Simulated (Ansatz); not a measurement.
## Bi under changes of volume

One of the cells (31.117 Å³/atom); the others are scaled copies at fixed shape and fractional positions:

```xyz
1
Lattice="-1.9814 1.9814 1.9814 1.9814 -1.9814 1.9814 1.9814 1.9814 -1.9814" Properties=species:S:1:pos:R:3 pbc="T T T"
Bi    0.0000    0.0000    0.0000
```

This isn't the form of Bi at room conditions, which is rhombohedral.

```yaml
Program: Ansatz 0.2.0
Functional: r2SCAN0
Potentials_or_basis: Ansatz PAW
Cutoff: "500 eV (not typed: the program's choice for these potentials)"
k_mesh: 5 × 5 × 5
Occupations: fermi-dirac, width 0.05 eV
Spin: no spin polarisation
```

| volume (Å³/atom) | energy over the lowest point (meV/atom) | pressure (GPa) |
| --- | --- | --- |
| 29.250 | 2.54 | 1.4 |
| 29.872 | 0.00 | -0.1 |
| 30.495 | 2.75 | -1.3 |
| 31.117 | 10.20 | -2.5 |
| 31.739 | 21.79 | -3.5 |
| 32.362 | 37.08 | -4.4 |
| 32.984 | ? | ? |

Question: What does the run at 32.984 Å³/atom give?

Answer: Energy over the lowest point 55.65 meV/atom; pressure -5.2 GPa.

Worked out: A Birch-Murnaghan fit of order 3 (a polynomial in V^(-2/3)) to the other rows has its minimum at 29.85 Å³/atom with B0 = V·E''(V) = 66 GPa and B' = 4.8. It gives 55.60 meV/atom at 32.984 Å³/atom, against the run's 55.65, and -dE/dV = -5.2 GPa, against -5.2.

Energies are extrapolated to zero smearing.

Caveats: all runs use coarse meshes; the PAW data sets come from PBE, with cores solved anew for the run's functional, which leaves a small shift of forces and pressure; the thresholds are loose for stress.
